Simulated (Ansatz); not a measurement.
**Convergence notes, G0W0 on CdSe (P6_3mc)**

A 4-atom cell of CdSe started from a crystallographic database, relaxed with r2SCAN; one-shot G0W0 in Ansatz without spin-orbit coupling. The values are computed, spin-unpolarised, and not measurements.

```cif
data_structure
_symmetry_space_group_name_H-M 'P 1'
_symmetry_Int_Tables_number 1
_cell_length_a 4.3407
_cell_length_b 4.3407
_cell_length_c 7.0767
_cell_angle_alpha 90.000
_cell_angle_beta 90.000
_cell_angle_gamma 120.000
_cell_volume 115.47
loop_
_atom_site_label
_atom_site_type_symbol
_atom_site_fract_x
_atom_site_fract_y
_atom_site_fract_z
_atom_site_occupancy
Cd1 Cd 0.33333 0.66667 0.00452 1
Cd2 Cd 0.66667 0.33333 0.50452 1
Se1 Se 0.33333 0.66667 0.38048 1
Se2 Se 0.66667 0.33333 0.88048 1
```

Gaps are read over the mesh points alone. G0W0 here is at a finite number of bands, screening cutoff and k mesh, not at the basis limit.

| start | potentials | frequency model | mesh | empty bands | screening cutoff (eV) | Kohn-Sham gap (eV) | G0W0 gap (eV) |
| --- | --- | --- | --- | --- | --- | --- | --- |
| PBE | PAW | contour deformation | 6×6×2 | 262 | 100 | 0.61 | 1.20 |
| PBE | PAW | contour deformation | 6×6×2 | 1228 | 260 | 0.61 | 1.22 |
| HSE06 | PAW | contour deformation | 6×6×2 | 633 | 180 | 1.55 | 1.88 |
| r2SCAN | PAW | contour deformation | 6×6×2 | 633 | 180 | 1.11 | 1.59 |
| PBE0 | PAW | contour deformation | 6×6×2 | 633 | 180 | 2.15 | 2.09 |
| PBE | PAW | Godby-Needs pole | 6×6×2 | 633 | 180 | 0.61 | 1.31 |
| PBE | PAW | contour deformation | 6×6×4 | 187 | 80 | 0.61 | 1.22 |

The quasiparticle gap on this mesh is 1.22 eV (direct at Γ), against 0.61 eV from PBE: +0.61 eV. Renormalisation factors Z lie between 0.70 and 0.75.

Raising bands and cutoff together moves the gap by +0.02 eV (100 to 260 eV); the last step is small, which bounds nothing strictly. On these meshes the dielectric constant comes out too large, which adds an error that these runs don't bound. r2SCAN runs take a wave cutoff of 500 eV.

The program warns that the k mesh is coarse for exact exchange in some of these runs, so their gaps aren't converged.

With a shallow d shell on the cation, G0W0 converges slowly in bands and cutoff, so these values are in doubt.
